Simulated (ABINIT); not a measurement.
Crystal: Sn.

```xyz
1
Lattice="-2.0292 2.0292 1.6608 2.0292 -2.0292 1.6608 2.0292 2.0292 -1.6608" Properties=species:S:1:pos:R:3 pbc="T T T"
Sn    0.0000    0.0000    0.0000
```

This isn't the form of Sn at room conditions, which is tetragonal (white tin).

- Program: ABINIT 10.8.3 (patched build)
- Task: single point
- Functional: PBE
- Potentials or basis: JTH PAW PBE v2.0
- Cutoff: 599 eV
- k mesh: 10 × 10 × 10
- Occupations: fermi-dirac, width 0.05 eV
- Spin: no spin polarisation

On this cell: pressure 1.0 GPa; band gap on the k mesh none (metal or under the smearing width).

The same run follows on a disturbed copy (cell strained at random at fixed volume):

```
Sn
1.0
    -1.96923    2.05623    1.62201
     2.04455   -2.03890    1.69286
     1.97855    2.04822   -1.60084
Sn
1
Direct
  0.00815 0.00113 0.99938
```

Problem. What does the disturbed cell give?

Solution. The energy (extrapolated to zero smearing) moves by +1.4 meV/atom; pressure 1.2 GPa; band gap on the k mesh none (metal or under the smearing width).

Stress tensor (GPa, compression positive):
```
 0.57 -0.17 -0.32
-0.17  0.72 -0.11
-0.32 -0.11  2.17
```
